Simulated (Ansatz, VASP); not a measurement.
**Ga2O3: VASP beside Ansatz**

Wanted: the spread between two codes on one cell, functional and k mesh. The cell is taken from a series of runs on this material, whose earlier steps may have relaxed, scaled, displaced or heated it; both programs get it as it stands.

Main program and level: Ansatz 0.2.0; plane waves, with VASP 6.6.1 beside it; single point at PBEsol.

**1. The structure**

Symmetry: C2/m, No. 12, monoclinic system. The conventional cell has a = 12.214 Å, b = 3.037 Å, c = 5.798 Å, α = 90.00°, β = 103.83°, γ = 90.00°. Ga has 6 O at 1.94 to 2.07 Å nearest. Ga has 4 O at 1.83 to 1.86 Å nearest. O has 3 Ga at 1.83 to 1.94 Å nearest. Nearest to O lie 4 Ga at 1.86 to 2.07 Å. Nearest to O lie 3 Ga at 1.83 to 1.94 Å. Farther neighbours and most contacts between anions are not listed.

**2. Ansatz: single point, PBEsol**

Ansatz runs on its default PAW (the set named soft_2) files.

With cell and atoms fixed, the geometry can't cause a difference; cores, projectors, grids and the points listed under the comparison can.

File input.yaml:

```yaml
crystal:
  lattice:
    - [6.107, -1.51855, 0.0]
    - [6.107, 1.51855, 0.0]
    - [-1.3859888959, 0.0, 5.630008738]
  atoms:
    - { symbol: Ga, position: [0.34134, 0.34134, 0.68598] }
    - { symbol: Ga, position: [0.65866, 0.65866, 0.31402] }
    - { symbol: Ga, position: [0.9095, 0.9095, 0.2054] }
    - { symbol: Ga, position: [0.0905, 0.0905, 0.7946] }
    - { symbol: O, position: [0.5041, 0.5041, 0.7434] }
    - { symbol: O, position: [0.4959, 0.4959, 0.2566] }
    - { symbol: O, position: [0.8267, 0.8267, 0.4368] }
    - { symbol: O, position: [0.1733, 0.1733, 0.5632] }
    - { symbol: O, position: [0.8355, 0.8355, 0.8902] }
    - { symbol: O, position: [0.1645, 0.1645, 0.1098] }
kpoints:
  mp_grid: { grid: [4, 4, 3] }
  band_path:
    path:
      - [[0.0, 0.5, 0.0], [0.0, 0.0, 0.0], [0.0, 0.0, -0.5]]
      - [[0.0, 0.5, -0.5], [0.0, 0.0, 0.0], [-0.5, -0.5, 0.5]]
      - [[-0.5, 0.0, 0.5], [0.0, 0.0, 0.0], [-0.5, -0.5, 0.0]]
      - [[-0.5, 0.0, 0.0], [0.0, 0.0, 0.0]]
    npoints: 8
scf:
  occupations: { method: fixed }
  n_extra_bands: 28
hamiltonian:
  xc: pbesol
  pseudopotentials: { kind: paw }
output:
  optics:
    e_range: [0, 12]
    de: 0.025
    sigma: 0.15
    nscf_kmesh: { grid: [6, 6, 3] }
    kdotp_interpolation: "off"
    bands: scf
  write_bands: true
```

Launch:

```sh
$ ansatz run input.yaml --threads 8 --pin off --max-ram 20480MiB --backend cpu --events-out ev --progress --plain --runs-dir out
```

Numbers of over 12 decimals in the logs are rounded to 6 here.

What it wrote:

```text
basis.fft_grid_basis auto: the FFT boxes are laid along the combinations [[1, -1, 0], [0, 1, 0], [0, 0, 1]] of the cell's own vectors, 3.037, 6.293 and 5.798 Å long. The dense box has 24×45×40 points. Along the cell's own vectors, as sized, it would have 45×45×40, 1.88 times as many. Of the 4 symmetry operations that the crystal satisfies within crystal.symmetry.tolerance (time reversal apart; of a slab, those that k [...]
scf.n_extra_bands = 28 over 44 filled bands (N_el = 88.0): the run solves 72 bands
Engine: ansatz 0.2.0, aarch64-unknown-linux-gnu
Pseudopotentials: kind: paw
Pseudopotential: Ga, paw, valence charge 13, recommended cutoff 420 eV (normal), Ga.paw.azcp
Pseudopotential: O, paw, valence charge 6, recommended cutoff 420 eV (normal), O.paw.azcp
Functional definition: PBEsol
  exchange = pbesol_x
  correlation = pbesol_c
Crystal: 10 atoms, lattice volume = 104.423 Å³
Basis set: ecut = 420 eV, 2037 PW (Γ), FFT grids on a1−a2, a2, a3
Bands: 72, of which v1, the nominal top of the filled ones, is band 44 counted from 1 (43 counted from 0)
Symmetry: 4 space group operations
Space group: C2/m (ITA 12), of the structure as read, at distance tolerance 4.7e-5 Å
k-points: 17 of 48
Non-local potential: Ga, projectors of the file, l = 0: 2, l = 1: 2, l = 2: 3, l = 3: 1
Non-local potential: O, projectors of the file, l = 0: 2, l = 1: 2, l = 2: 1
PAW form: soft (Blöchl's): semilocal exchange-correlation on the pseudo side does not see the compensation charge
PAW frozen core: Ga, regenerated for the run's functional, and the local potential with it (the file was generated under x = pbe(κ = 0.804, μ = 0.219515), c = pbe(β = 0.066725))
PAW frozen core: O, regenerated for the run's functional, and the local potential with it (the file was generated under x = pbe(κ = 0.804, μ = 0.219515), c = pbe(β = 0.066725))
PAW one-centre angular grid: Ga, 590 points (default); XC on 64 Gauss nodes
PAW one-centre angular grid: O, 110 points (default); XC on 64 Gauss nodes
Initial density: superposition of atomic densities (neutral atoms: chi_scale 0, normalization atom), corrected by the library's trained network
Initial wavefunctions: pseudopotential atomic-orbital guess
Functional: x = pbesol(κ = 0.804, μ = 0.123457), c = pbesol(β = 0.046)
SCF iter   1: F=—  HF=-18341.857552 eV  |F-HF|=—  |Δ(HF+E_count)|=         —  Δρ=1.62e-2  dr2=2.11e-1  ethr=1.77e-3  ⟨swp⟩=4.9  Hψ=3959  notcnv=0  defer=441
preconditioner: auto → Resta (q_TF=auto, 2.652 Å⁻¹)  ε∞=3.3  [insulator: Δε(μ)=2.218 eV  Ē_g=22.592 eV  n_scr=34 (ndim 8)  ℏωp=34.1 eV  f_vac=0.014  ε∞_Penn≈3.3]
SCF iter   2: F=—  HF=-18341.797081 eV  |F-HF|=—  |Δ(HF+E_count)|=   6.05e-2  Δρ=2.24e-3  dr2=2.24e-3  ethr=2.40e-4  ⟨swp⟩=2.0  Hψ=1605  notcnv=0  defer=442
SCF iter   3: F=—  HF=-18341.797118 eV  |F-HF|=—  |Δ(HF+E_count)|=   3.63e-5  Δρ=1.03e-3  dr2=6.93e-4  ethr=2.54e-6  ⟨swp⟩=2.0  Hψ=1529  notcnv=0  defer=442
SCF iter   4: F=—  HF=-18341.797305 eV  |F-HF|=—  |Δ(HF+E_count)|=   1.87e-4  Δρ=5.91e-4  dr2=2.57e-4  ethr=7.88e-7  ⟨swp⟩=2.1  Hψ=1506  notcnv=0  defer=405
SCF iter   5: F=—  HF=-18341.797234 eV  |F-HF|=—  |Δ(HF+E_count)|=   7.06e-5  Δρ=1.04e-4  dr2=1.33e-5  ethr=2.92e-7  ⟨swp⟩=2.0  Hψ=1495  notcnv=0  defer=365
SCF iter   6: F=—  HF=-18341.797233 eV  |F-HF|=—  |Δ(HF+E_count)|=   5.06e-7  Δρ=6.34e-5  dr2=3.17e-6  ethr=1.51e-8  ⟨swp⟩=2.0  Hψ=1548  notcnv=0  defer=365
SCF iter   7: F=—  HF=-18341.797235 eV  |F-HF|=—  |Δ(HF+E_count)|=   1.37e-6  Δρ=1.30e-5  dr2=1.25e-7  ethr=3.61e-9  ⟨swp⟩=2.1  Hψ=1592  notcnv=0  defer=365
SCF iter   8: F=—  HF=-18341.797235 eV  |F-HF|=—  |Δ(HF+E_count)|=   2.68e-9  Δρ=2.73e-6  dr2=5.64e-9  ethr=1.42e-10  ⟨swp⟩=2.1  Hψ=1588  notcnv=0  defer=365
SCF iter   9: F=—  HF=-18341.797235 eV  |F-HF|=—  |Δ(HF+E_count)|=   6.90e-9  Δρ=2.07e-6  dr2=3.30e-9  ethr=6.41e-12  ⟨swp⟩=2.0  Hψ=1602  notcnv=0  defer=365
SCF iter  10: F=—  HF=-18341.797235 eV  |F-HF|=—  |Δ(HF+E_count)|=   1.23e-9  Δρ=3.95e-7  dr2=1.34e-10  ethr=3.75e-12  ⟨swp⟩=2.0  Hψ=1545  notcnv=0  defer=365
SCF iter  11: F=—  HF=-18341.797235 eV  |F-HF|=—  |Δ(HF+E_count)|=  7.28e-11  Δρ=1.58e-7  dr2=1.78e-11  ethr=1.00e-12  ⟨swp⟩=1.0  Hψ=859  notcnv=0  defer=365
SCF iter  12: F=-18341.797235 eV  HF=-18341.797235 eV  |F-HF|=1.09e-11  |Δ(HF+E_count)|=    0.00e0  Δρ=8.66e-8  dr2=6.12e-12  ethr=1.00e-12  ⟨swp⟩=10.5  Hψ=6229  notcnv=0
SCF 1 converged in 12 iterations: F = -18341.797235 eV  dr2 = 6.12e-12
  greatest PAW one-centre occupation: 0.998 electrons in one spin orbital (limit 2), on the Ga atom at site 1 (counted from 0), in its partial waves of l = 2
NSCF: frozen V_eff on 60 k-points
NSCF: frozen V_eff on 34 k-points
[...]
SCF converged after 12 iterations
Free energy (F): -18341.797235 eV
Harris-Foulkes:  -18341.797235 eV  (|F-HF|=1.09e-11)
Internal energy: -18341.797235 eV  (E = F + TS)
E sigma→0 (E₀):  -18341.797235 eV
Fermi energy:    8.070787 eV
--- Per-component energies (eV) ---
  E_band       = -101.333787
  E_kinetic    = 1517.755010
  E_local      = -9084.281608  (includes V_loc(G=0)·N_el)
  E_nonlocal   = 2027.050496
  E_hartree    = 4073.303921
  E_xc         = -705.276396
  E_vxc        = -787.345581  (∫ρ·V_xc dr)
  E_paw        = -8749.252969  (= ΣΔE_a)
  E_vpaw       = -1921.134150  (= ΣTr[D̂ρ^β])
  E_aug_tail   = 0.014261  (compensation charges beyond the density's cutoff)
  E_ewald      = -7424.773589
  E_core_change = 3.663639  (= ΣΔE_core)
  E_smearing   = -0.000000  (= −TS)
  E_closure    = 0.000000  (closes the sum)
  Σ components = -18341.797235   (vs F -18341.797235, Δ=0.00e0)
--- Band table (eV; the first three rows and the last of 17) ---
  k-point 0: bands = [... 40 lower, 7.4251, 7.6082, 7.7990, 8.0708, 10.4237, 13.7280, 14.7145, 14.7988, ... 24 higher]
  k-point 1: bands = [... 40 lower, 7.4501, 7.5131, 7.5578, 7.8017, 11.8689, 13.7115, 14.6004, 15.0407, ... 24 higher]
  k-point 2: bands = [... 40 lower, 7.0283, 7.3369, 7.5543, 8.0452, 12.7724, 14.3200, 15.0101, 16.0314, ... 24 higher]
  k-point 16: bands = [... 40 lower, 7.3836, 7.4726, 7.5324, 8.0343, 12.8936, 13.5398, 14.0918, 14.4340, ... 24 higher]
```

The column dr2 measures how far the density is from self-consistency, as an energy; F and HF (Harris–Foulkes) agree once it is small.

**3. VASP: single point, PBEsol**

The same cell, functional and mesh now go to VASP, with its own data sets and cutoff.

Lines of VASP's logs that name or quote its potential files are left out, and so is its time.

File INCAR:

```
SYSTEM = Ga2O3
PREC = Accurate
ENCUT = 520
EDIFF = 1E-06
NELM = 100
ISMEAR = 0
SIGMA = 0.01
LREAL = .FALSE.
ALGO = Normal
GGA = PS
NBANDS = 54
LORBIT = 11
LWAVE = .FALSE.
LCHARG = .FALSE.
KPAR = 4
ISIF = 2
```

File POSCAR:

```
Ga2O3
1.0
    6.1070000000     -1.5185500000      0.0000000000
    6.1070000000      1.5185500000      0.0000000000
   -1.3859888959      0.0000000000      5.6300087380
Ga O
4 6
Direct
    0.3413400000      0.3413400000      0.6859800000
    0.6586600000      0.6586600000      0.3140200000
    0.9095000000      0.9095000000      0.2054000000
    0.0905000000      0.0905000000      0.7946000000
    0.5041000000      0.5041000000      0.7434000000
    0.4959000000      0.4959000000      0.2566000000
    0.8267000000      0.8267000000      0.4368000000
    0.1733000000      0.1733000000      0.5632000000
    0.8355000000      0.8355000000      0.8902000000
    0.1645000000      0.1645000000      0.1098000000
```

File KPOINTS:

```
Automatic mesh
0
Gamma
4 4 3
0 0 0
```

Potentials, in the order of the species: Ga_d and O (PBE family, release 64).

Launch:

```sh
$ mpirun -np 4 vasp_std
```

What it wrote:

```text
[banner, memory and clock lines left out]
running    4 mpi-ranks, on    1 nodes
 distrk:  each k-point on    1 cores,    4 groups
 distr:  one band on    1 cores,    1 groups

 POSCAR found type information on POSCAR GaO
 POSCAR found :  2 types and      10 ions
|                                                                             |
|               ----> ADVICE to this user running VASP <----                  |
|                                                                             |
|     You enforced a specific xc type in the INCAR file but a different       |
|     [... a line on the potential file left out ...]
|     I HOPE YOU KNOW WHAT YOU ARE DOING!                                     |
|                                                                             |

 LDA part: xc-table for (Slater+PW92), standard interpolation
 POSCAR, INCAR and KPOINTS ok, starting setup
 FFT: planning ... GRIDC
 FFT: planning ... GRID_SOFT
 FFT: planning ... GRID
 WAVECAR not read
 entering main loop
       N       E                     dE             d eps       ncg     rms          rms(c)
DAV:   1     0.121404624057E+04    0.12140E+04   -0.40028E+04  2148   0.298E+03
DAV:   2     0.195185145143E+03   -0.10189E+04   -0.96382E+03  1916   0.812E+02
DAV:   3    -0.514047370903E+02   -0.24659E+03   -0.23962E+03  2104   0.261E+02
DAV:   4    -0.712568821180E+02   -0.19852E+02   -0.19639E+02  2248   0.805E+01
DAV:   5    -0.720055818310E+02   -0.74870E+00   -0.74724E+00  2398   0.158E+01    0.163E+01
DAV:   6    -0.638643068562E+02    0.81413E+01   -0.27723E+01  3416   0.620E+01    0.479E+00
DAV:   7    -0.639638820211E+02   -0.99575E-01   -0.30159E+00  2034   0.942E+00    0.338E+00
DAV:   8    -0.638996051309E+02    0.64277E-01   -0.55558E-01  2680   0.739E+00    0.137E+00
DAV:   9    -0.638611838985E+02    0.38421E-01   -0.14845E-01  2718   0.500E+00    0.271E-01
DAV:  10    -0.638622908726E+02   -0.11070E-02   -0.23934E-02  2528   0.107E+00    0.137E-01
DAV:  11    -0.638624974086E+02   -0.20654E-03   -0.23029E-03  2374   0.559E-01    0.872E-02
DAV:  12    -0.638625049341E+02   -0.75255E-05   -0.68607E-04  2634   0.363E-01    0.196E-02
DAV:  13    -0.638625084856E+02   -0.35515E-05   -0.98415E-05  2670   0.860E-02    0.571E-03
DAV:  14    -0.638625099600E+02   -0.14744E-05   -0.20202E-05  2234   0.609E-02    0.822E-03
DAV:  15    -0.638625090134E+02    0.94663E-06   -0.32384E-06  1680   0.214E-02
   1 F= -.63862509E+02 E0= -.63862509E+02  d E =-.429652E-89
```

OUTCAR, selected parts (step 3):

```text
ion  position               nearest neighbor table
   1  0.341  0.341  0.686-   5 1.94   9 1.94   9 1.94   8 2.01   7 2.07   7 2.07
   2  0.659  0.659  0.314-   6 1.94  10 1.94  10 1.94   7 2.01   8 2.07   8 2.07
   3  0.910  0.910  0.205-   6 1.83   6 1.83   9 1.83   7 1.86
   4  0.090  0.090  0.795-   5 1.83   5 1.83  10 1.83   8 1.86
   5  0.504  0.504  0.743-   4 1.83   4 1.83   1 1.94
   6  0.496  0.496  0.257-   3 1.83   3 1.83   2 1.94
   7  0.827  0.827  0.437-   3 1.86   2 2.01   1 2.07   1 2.07
   8  0.173  0.173  0.563-   4 1.86   1 2.01   2 2.07   2 2.07
   9  0.836  0.836  0.890-   3 1.83   1 1.94   1 1.94
  10  0.164  0.164  0.110-   4 1.83   2 1.94   2 1.94

  LATTYP: Found a base centered monoclinic cell.
 ALAT       =    12.2140000000
 B/A-ratio  =     0.2486572785
 C/A-ratio  =     0.4747093499
 COS(beta)  =    -0.2390419096

 Subroutine GETGRP returns: Found  4 space group operations
 (whereof  4 operations were pure point group operations)

The static configuration has the point symmetry C_2h.

 Found     17 irreducible k-points:

   k-points           NKPTS =     17   k-points in BZ     NKDIM =     17   number of bands    NBANDS=     54

   dimension x,y,z NGX =    48 NGY =   48 NGZ =   48
   dimension x,y,z NGXF=    96 NGYF=   96 NGZF=   96

   ENCUT  =  520.0 eV  38.22 Ry    6.18 a.u.  11.70 11.70 10.78*2*pi/ulx,y,z

   NELECT =      88.0000    total number of electrons

 k-points in reciprocal lattice and weights: Automatic mesh
   0.00000000  0.00000000  0.00000000       0.021
   0.25000000  0.00000000 -0.00000000       0.083
   0.50000000  0.00000000 -0.00000000       0.042
   0.25000000  0.25000000 -0.00000000       0.042
   0.50000000  0.25000000 -0.00000000       0.083
  -0.25000000  0.25000000  0.00000000       0.042
   0.50000000  0.50000000 -0.00000000       0.021
   0.00000000  0.00000000  0.33333333       0.042
   0.25000000  0.00000000  0.33333333       0.083
[...]
-0.25000000  0.50000000  0.33333333       0.083
  -0.25000000 -0.25000000  0.33333333       0.042

 average (electrostatic) potential at core
       1 -64.0212       2 -64.0212       3 -64.1681       4 -64.1681       5 -69.9685
       6 -69.9685       7 -70.1069       8 -70.1069       9 -69.6820      10 -69.6820

 E-fermi :   3.8962

 k-point     1 :       0.0000    0.0000    0.0000
  band No.  band energies     occupation
    ...
     40       3.0861      2.00000
     41       3.1032      2.00000
     42       3.2921      2.00000
     43       3.4856      2.00000
     44       3.7559      2.00000
     45       6.1069      0.00000
     46       9.4041      0.00000
     47      10.3930      0.00000
     48      10.4779      0.00000
     49      11.4244      0.00000
    ...

 k-point     2 :       0.2500    0.0000   -0.0000
  band No.  band energies     occupation
    ...
     40       2.6000      2.00000
     41       2.7079      2.00000
     42       3.0225      2.00000
     43       3.2426      2.00000
     44       3.7323      2.00000
     45       8.4539      0.00000
     46       9.9945      0.00000
     47      10.6874      0.00000
     48      11.7064      0.00000
     49      12.1464      0.00000
    ...

 k-point     3 :       0.5000    0.0000   -0.0000
  band No.  band energies     occupation
    ...
     40       2.4632      2.00000
     41       3.0000      2.00000
     42       3.0407      2.00000
     43       3.3040      2.00000
     44       3.6546      2.00000
     45       9.3261      0.00000
     46      10.2159      0.00000
     47      10.9441      0.00000
     48      11.1979      0.00000
     49      11.7183      0.00000
    ...

  Total        1.6829330      2.1521581      1.4400173      0.0000000      0.0000000      0.0251615
  in kB       25.8214920     33.0208829     22.0943999      0.0000000      0.0000000      0.3860571
  external PRESSURE =      26.9789249 kB  Pullay stress =       0.0000000 kB

  energy-cutoff  :      520.00
  volume of cell :      104.42
      direct lattice vectors                 reciprocal lattice vectors
     6.107000000 -1.518550000  0.000000000     0.081873260 -0.329261467  0.020155462
     6.107000000  1.518550000  0.000000000     0.081873260  0.329261467  0.020155462
    -1.385988896  0.000000000  5.630008738     0.000000000  0.000000000  0.177619618

 POSITION                                       TOTAL-FORCE (eV/Angst)
 -----------------------------------------------------------------------------------
      3.21837      0.00000      3.86207         0.030870      0.000000     -0.034671
      7.60965      0.00000      1.76794        -0.030870      0.000000      0.034671
     10.82395      0.00000      1.15640        -0.052012      0.000000     -0.070039
      0.00406      0.00000      4.47360         0.052012      0.000000      0.070039
      5.12673      0.00000      4.18535        -0.100108      0.000000     -0.022442
      5.70128      0.00000      1.44466         0.100108      0.000000      0.022442
      9.49191      0.00000      2.45919        -0.004058      0.000000      0.038277
      1.33610      0.00000      3.17082         0.004058      0.000000     -0.038277
      8.97099      0.00000      5.01183        -0.088043      0.000000      0.072786
      1.85702      0.00000      0.61817         0.088043      0.000000     -0.072786
 -----------------------------------------------------------------------------------
    total drift:                                0.000000      0.000000      0.000000

  FREE ENERGIE OF THE ION-ELECTRON SYSTEM (eV)
  ---------------------------------------------------
  free  energy   TOTEN  =       -63.8625090134 eV

  energy  without entropy=      -63.8625090134  energy(sigma->0) =      -63.86250901

 total charge
# of ion       s       p       d       tot
------------------------------------------
    1        0.663   0.740  10.261  11.664
    2        0.663   0.740  10.261  11.664
    3        0.736   0.885  10.285  11.907
    4        0.736   0.885  10.285  11.907
    5        1.544   3.535   0.000   5.079
    6        1.544   3.535   0.000   5.079
    7        1.553   3.493   0.000   5.046
    8        1.553   3.493   0.000   5.046
    9        1.548   3.501   0.000   5.049
   10        1.548   3.501   0.000   5.049
--------------------------------------------------
tot         12.089  24.307  41.092  77.488

[... 3 further parts left out ...]
```

The run ends at a pressure of 2.70 GPa, with forces up to 0.11 eV/Å.

**4. Differences**

Known differences besides the potentials themselves: fixed occupations in Ansatz, narrow Gaussian smearing in VASP; the cutoff is 420 eV in Ansatz and 520 eV in VASP; Ansatz makes its cores anew for this functional, VASP keeps those of its PBE data sets; VASP leaves aspherical gradient terms in its spheres out (LASPH is not set), Ansatz keeps them. Total energies have different zeros and are not compared.

Compared:

| quantity | Ansatz | VASP | difference |
| --- | --- | --- | --- |
| gap on the k mesh (eV) | 2.353 | 2.351 | +0.002 |

A gap on the mesh is an upper bound, since the band edges may lie between its points.

**5. Results**

```json
{"difference in gap on the k mesh (single point, PBEsol)": "0.0019 eV"}
```

The difference in gap on the k mesh is 0.0019 eV (single point, PBEsol), within the 0.08 eV picked in this series as the mark of a large difference. How closely two codes agree says nothing of how well the functional describes the real material.

[Lines on the potential files, build, host, timing and source positions are cut from VASP's logs without a mark.]

[Logs are printed without paths, hosts, clocks, repeated set-up lines and the standing remarks that a program may print on its own settings, such as how far it seeks lower states.]

[Hosts, paths, dates, database ids (printed as entryN), source tags and the programs' standing remarks are cut or masked in the printed files.]
